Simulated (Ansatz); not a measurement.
# Ni3Ge: how the settings move a single-point run

Aim: see which settings change the result for Ni3Ge, by how much, and at what cost.

Computed with Ansatz 0.2.0 (reference: DFT, LDA, PAW with Ansatz's default frozen-core files, scalar-relativistic, unless a step's input says otherwise).

## (1) The system as given

Symmetry: Pm-3m, No. 221, cubic system. The conventional cell has a = 3.530 Å, b = 3.530 Å, c = 3.530 Å, α = 90.00°, β = 90.00°, γ = 90.00°. Around Ni (site symmetry 4/mmm) lie 8 Ni at 2.50 Å and 4 Ge at 2.50 Å. Ge (site symmetry m-3m) is surrounded by 12 Ni at 2.50 Å.

Structure file:

```xyz
4
Lattice="3.5303 0.0000 0.0000 0.0000 3.5303 0.0000 0.0000 0.0000 3.5303" Properties=species:S:1:pos:R:3 pbc="T T T"
Ni    1.7652    0.0000    1.7652
Ni    0.0000    1.7652    1.7652
Ni    1.7652    1.7652    0.0000
Ge    0.0000    0.0000    0.0000
```

## (2) The reference run

The input, input.yaml:

```yaml
crystal:
  lattice:
    - [3.5303341067, 0.0, 0.0]
    - [0.0, 3.5303341067, 0.0]
    - [0.0, 0.0, 3.5303341067]
  atoms:
    - { symbol: Ni, position: [0.5, 0.0, 0.5], spin: 1.5 }
    - { symbol: Ni, position: [0.0, 0.5, 0.5], spin: 1.5 }
    - { symbol: Ni, position: [0.5, 0.5, 0.0], spin: 1.5 }
    - { symbol: Ge, position: [0.0, 0.0, 0.0] }
magnetization:
  spin_polarized: true
kpoints:
  mp_grid: { grid: [8, 8, 8] }
scf:
  occupations: { method: fermi_dirac, width: 0.05 }
  lower_state_search: "off"
hamiltonian:
  xc: lda
  pseudopotentials: { kind: paw }
output:
  forces: true
  stress: true
  eigenvalues: true
  populations: true
```

The run is started by

```sh
$ ansatz run input.yaml --threads 2 --pin off --max-ram 6144MiB --backend cpu --events-out ev --progress --plain --runs-dir out
```

Excerpt of the output:

```text
[...]
Basis set: ecut = 420 eV, 847 PW (Γ)
[...]
Magnetic group: BNS 221.92 (UNI 1594), of the structure as read, at distance tolerance 3.5e-5 Å
k-points: 35 of 512
[...]
SCF iter   1: F=—  HF=-21536.885854 eV  |F-HF|=—  |Δ(HF+E_count)|=         —  Δρ=1.53e-1 (↑8.72e-2 ↓1.53e-1)  dr2=2.92e0  dr2_m=5.61e0  M=1.035 μB ∫|m|=1.497 μB  β_m=0.30  ethr=3.10e-3  ⟨swp⟩=6.3  Hψ=10516  notcnv=0  defer=11
preconditioner: auto → Kerker (q_TF=auto, 2.934 Å⁻¹)  [metal: Δε(μ)=0.032 eV  Ē_g=15.266 eV  σ=0.050 eV  W_gap=0.16  n_scr=18 (ndim 8)  ℏωp=37.1 eV  f_vac=0.000  D(μ)=3.05/eV (n_scr^D=26)]
[...]
SCF iter   2: F=—  HF=-21536.958332 eV  |F-HF|=—  |Δ(HF+E_count)|=   7.25e-2  Δρ=9.68e-2 (↑8.54e-2 ↓9.68e-2)  dr2=8.08e-1  dr2_m=3.25e0  M=0.908 μB ∫|m|=1.348 μB  β_m=0.30  ethr=3.10e-3  ⟨swp⟩=2.0  Hψ=4098  notcnv=0  defer=199
[...]
SCF iter  18: F=-21537.244393 eV  HF=-21537.244393 eV  |F-HF|=3.64e-11  |Δ(HF+E_count)|=   2.99e-9  Δρ=1.97e-6 (↑1.94e-6 ↓1.97e-6)  dr2=2.72e-10  dr2_m=1.48e-9  M=-0.000 μB ∫|m|=0.000 μB  β_m=0.90  ethr=3.54e-12  ⟨swp⟩=1.0  Hψ=8640  notcnv=0
SCF iter  19: F=-21537.244393 eV  HF=-21537.244393 eV  |F-HF|=6.18e-11  |Δ(HF+E_count)|=  4.11e-10  Δρ=2.70e-7 (↑2.70e-7 ↓2.17e-7)  dr2=9.59e-11  dr2_m=1.15e-12  M=-0.000 μB ∫|m|=0.000 μB  ethr=1.00e-12  ⟨swp⟩=1.0  Hψ=7197  notcnv=0
[...]
SCF converged after 19 iterations
Magnetization: -0.0000 μB (34.0000 up, 34.0000 down)
[...]
Free energy (F): -21537.244393 eV
[...]
E sigma→0 (E₀):  -21537.235619 eV
[...]
Fermi energy:    18.303009 eV
[...]
  P = ⅓ Tr σ = -7.7347 GPa (-77.347 kbar)
[...]
```

Wall time 8.8 s (2 threads of Arm Neoverse V1, shared host); peak memory 0.39 GiB.

## (3) A run with other settings

input.yaml, as its differences from that of step 2:

```diff
@@ -17,2 +17,3 @@
   lower_state_search: "off"
+  convergence: { dr2_threshold: 0.0001 }
 hamiltonian:
```

The run is started by

```sh
$ ansatz run input.yaml --threads 2 --pin off --max-ram 6144MiB --backend cpu --events-out ev --progress --plain --runs-dir out
```

Output, shortened:

```text
Warning: scf.convergence.dr2_threshold = 1e-4 eV is looser than this run's default, which is 1e-7 eV or tighter. The error in the forces grows as the threshold's square root, so leave the key out unless less accurate forces are enough
Warning: output.stress: scf.convergence.dr2_threshold = 1e-4 eV is looser than the 4e-10 eV advised for a printed stress (1e-10 eV for each atom of the cell: 4). What an SCF threshold leaves in a stress goes as its square root, and in the free energy as the threshold itself, and one [...]
Pseudopotentials: kind: paw
Pseudopotential: Ni, paw, valence charge 18, recommended cutoff 420 eV (normal)
Pseudopotential: Ge, paw, valence charge 14, recommended cutoff 420 eV (normal)
Functional definition: SPW92
[...]
Crystal: 4 atoms, lattice volume = 43.999 Å³
Basis set: ecut = 420 eV, 847 PW (Γ)
Bands: 44, of which v1, the nominal top of the filled ones, is band 34 counted from 1 (33 counted from 0)
Symmetry: 48 space group operations
Space group: Pm-3m (ITA 221), of the structure as read, at distance tolerance 3.5e-5 Å
Magnetic group: BNS 221.92 (UNI 1594), of the structure as read, at distance tolerance 3.5e-5 Å
k-points: 35 of 512
[...]
Starting moments: Σ|m| = 4.5 μB on 3 of 4 sites
[...]
SCF iter   1: F=—  HF=-21536.885854 eV  |F-HF|=—  |Δ(HF+E_count)|=         —  Δρ=1.53e-1 (↑8.72e-2 ↓1.53e-1)  dr2=2.92e0  dr2_m=5.61e0  M=1.035 μB ∫|m|=1.497 μB  β_m=0.30  ethr=3.10e-3  ⟨swp⟩=6.3  Hψ=10516  notcnv=0  defer=11
[...]
spin=Collinear: Kerker preconditioning applied to the charge; magnetization (m = ρ↑ − ρ↓) channel mixes plain (no charge-response kernel on spin).
[...]
spin-set hold released at iteration 9 (site moments contracting): the magnetisation degrees of freedom join the quasi-Newton model from the next iteration; the mixer history was flushed
[...]
SCF iter  19: F=-21537.244393 eV  HF=-21537.244393 eV  |F-HF|=6.55e-11  |Δ(HF+E_count)|=  4.15e-10  Δρ=2.66e-7 (↑2.66e-7 ↓2.18e-7)  dr2=9.59e-11  dr2_m=1.10e-12  M=-0.000 μB ∫|m|=0.000 μB  ethr=1.00e-12  ⟨swp⟩=1.0  Hψ=7173  notcnv=0
WARN: the starting moments were not kept: the SCF closed with an absolute magnetisation of 1.0e-6 μB, where they sum to 4.5 μB in size (3 sites). That is at most 0.1 of that sum. Measured as dr2_m measures the in/out step, that magnetisation stands 4.8e-13 eV from none, at or under the [...]
SCF converged after 19 iterations
Magnetization: -0.0000 μB (34.0000 up, 34.0000 down)
Absolute magnetization: 0.0000 μB (∫|ρ↑−ρ↓|, with the PAW one-centre terms)
Spin contamination: 0.0000 ħ² per cell (⟨S²⟩ above its minimum at these occupations)
Per-site moments (μB) at R_I (Å): [(-2.8608228888608134e-7, 1.0297333145144605), (-2.860822885753473e-7, 1.0297333145144605), (-2.86082288635561e-7, 1.0297333145144605), (3.364669956440678e-8, 1.0297333145144605)]
Free energy (F): -21537.244393 eV
[...]
E sigma→0 (E₀):  -21537.235619 eV
Entropy (-TS):   -0.017547 eV (-4.387 meV/atom)
Fermi energy:    18.303009 eV
[...]
--- Forces (eV/Å), atoms counted from 1 ---
  atom   1  Ni     0.00000000    -0.00000000    -0.00000000
  atom   2  Ni     0.00000000     0.00000000     0.00000000
  atom   3  Ni     0.00000000     0.00000000    -0.00000000
  atom   4  Ge     0.00000000    -0.00000000    -0.00000000
[...]
--- Stress (GPa, compression-positive) ---
       -7.734694      -0.000000       0.000000
        0.000000      -7.734694       0.000000
        0.000000       0.000000      -7.734694
  P = ⅓ Tr σ = -7.7347 GPa (-77.347 kbar)
--- Band table (eV; the first three rows and the last of 70) ---
[...]
--- Löwdin populations: 4 sites ---
  site symbol       q [e]    m [muB]
     0     Ni     17.6318    -0.0000
     1     Ni     17.6318    -0.0000
     2     Ni     17.6318    -0.0000
     3     Ge     14.5040     0.0000
  spilling = 0.008832 (of n_electrons = 68.000000)
```

It took 9.8 s on 2 threads of Arm Neoverse V1, shared host; peak memory 0.39 GiB.

## (4) Can this result be trusted?

The program finished normally, with warnings (force scf threshold loose, seeded moment not kept, stress scf threshold loose). Its log warns: «scf.convergence.dr2_threshold = 1e-4 eV is looser than this run's default, which is 1e-7 eV or tighter. The error in the forces grows as the threshold's square root ...»

The threshold asked is loose, but the program put off the close and ended at dr2 = 9.6e-11, so little accuracy was lost here.

To undo it: delete scf.convergence.dr2_threshold (the default then holds).

Energy and cycle count are those of the reference, so the change (convergence setting) left the result and the number of cycles as they were.

## (5) Comparison

| run | ending | energy change | pressure (GPa) | gap (eV) | force (eV/Å) | cycles | time |
| --- | --- | --- | --- | --- | --- | --- | --- |
| reference | converged | 0 | -7.7 | 0.00 | 0.00 | 19 | 8.8 s |
| 1: dr2_threshold 0.0001 | converged | 0.0 meV/atom | -7.7 | 0.00 | 0.00 | 19 | 9.8 s |

Residual by cycle in the longest SCF loop of each run; runs are numbered as in the table. The quantity is the density residual dr2, in eV.

| cycle | reference | run 1 |
| --- | --- | --- |
| 1 | 2.92 | 2.92 |
| 3 | 0.438 | 0.438 |
| 4 | 0.0541 | 0.0541 |
| 6 | 0.0115 | 0.0115 |
| 8 | 3.4e-4 | 3.4e-4 |
| 9 | 6.8e-4 | 6.8e-4 |
| 11 | 6.5e-4 | 6.5e-4 |
| 12 | 0.0014 | 0.0014 |
| 14 | 9.8e-7 | 9.5e-7 |
| 16 | 1.9e-6 | 1.9e-6 |
| 17 | 2.4e-9 | 2.4e-9 |
| 19 | 9.6e-11 | 9.6e-11 |

What this shows: Energy and cycle count are those of the reference, so the change (convergence setting) left the result and the number of cycles as they were.
